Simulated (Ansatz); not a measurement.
# SiNi2: the cost of one run

Method: DFT PBEsol, scalar-relativistic, plane waves, PAW, in Ansatz 0.2.0.

2 further runs of the same task are left out: 1 that didn't finish, 1 set aside as unsound or not needed.

### Step 1. The starting structure

The structure is hexagonal, space group P6_3/mmc (No. 194). Conventional cell: a = 3.868 Å, b = 3.868 Å, c = 4.917 Å, α = 90.00°, β = 90.00°, γ = 120.00°. Around Si (site symmetry -6m2) lie 11 Ni at 2.23 to 2.55 Å. Around Ni (site symmetry -3m) lie 8 Ni at 2.46 to 2.55 Å and 6 Si at 2.55 Å. Around Ni (site symmetry -6m2) lie 5 Si at 2.23 to 2.46 Å and 6 Ni at 2.55 Å.

Structure file:

```cif
data_structure
_symmetry_space_group_name_H-M 'P 1'
_symmetry_Int_Tables_number 1
_cell_length_a 3.8685
_cell_length_b 3.8685
_cell_length_c 4.9170
_cell_angle_alpha 90.000
_cell_angle_beta 90.000
_cell_angle_gamma 120.000
_cell_volume 63.72
loop_
_atom_site_label
_atom_site_type_symbol
_atom_site_fract_x
_atom_site_fract_y
_atom_site_fract_z
_atom_site_occupancy
Si1 Si 0.33333 0.66667 0.75000 1
Si2 Si 0.66667 0.33333 0.25000 1
Ni1 Ni 0.00000 0.00000 0.00000 1
Ni2 Ni 0.00000 0.00000 0.50000 1
Ni3 Ni 0.33333 0.66667 0.25000 1
Ni4 Ni 0.66667 0.33333 0.75000 1
```

It is the result of an earlier relaxation at this level (volume 10.62 Å³/atom; gap on the mesh: none (metal)).

### Step 2. The undisturbed cell

input.yaml

```yaml
crystal:
  lattice:
    - [3.8684636537, 0.0, 0.0]
    - [-1.9342318269, 3.3501877978, 0.0]
    - [0.0, 0.0, 4.9169852589]
  atoms:
    - { symbol: Si, position: [0.3333333333, 0.6666666667, 0.75] }
    - { symbol: Si, position: [0.6666666667, 0.3333333333, 0.25] }
    - { symbol: Ni, position: [0.0, 0.0, 0.0] }
    - { symbol: Ni, position: [0.0, 0.0, 0.5] }
    - { symbol: Ni, position: [0.3333333333, 0.6666666667, 0.25] }
    - { symbol: Ni, position: [0.6666666667, 0.3333333333, 0.75] }
basis:
  ecutwfc: 420
kpoints:
  mp_grid: { grid: [12, 12, 10] }
hamiltonian:
  xc: pbesol
scf:
  occupations: { method: gaussian, width: 0.15 }
output:
  forces: true
  stress: true
  eigenvalues: true
  write_density: true
  write_potential: true
  elf: true
  volumetric_format: npy
```

Command:

```sh
> ansatz run input.yaml --threads 1 --pin off --max-ram 2560MiB --backend cpu --events-out ev --progress --plain --runs-dir out
```

What time and memory should one allow on 1 thread of Arm Neoverse V2, shared host?

About 23 s, with a peak of 0.48 GiB.
